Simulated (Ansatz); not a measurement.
Crystal: W.

```xyz
1
Lattice="-1.5823 1.5823 1.5823 1.5823 -1.5823 1.5823 1.5823 1.5823 -1.5823" Properties=species:S:1:pos:R:3 pbc="T T T"
W     0.0000    0.0000    0.0000
```

Base run:

- Program: Ansatz 0.2.0
- Functional: PBE
- Potentials or basis: all-electron LAPW, scalar-relativistic
- Cutoff: 286 eV (chosen from the basis error)
- Basis error allowed: 0.001 eV/atom
- k mesh: 12 × 12 × 12
- Occupations: gaussian, width 0.017 eV
- Spin: no spin polarisation

Its results: band gap on the k mesh none (metal or under the smearing width); pressure 6.1 GPa.

Problem. The run is repeated on the same cell with these changes: functional from PBE to RPBE; occupations from gaussian, width 0.017 eV to gaussian, width 0.05 eV. What comes out?

Solution. Band gap on the k mesh none (metal or under the smearing width); pressure 9.9 GPa.
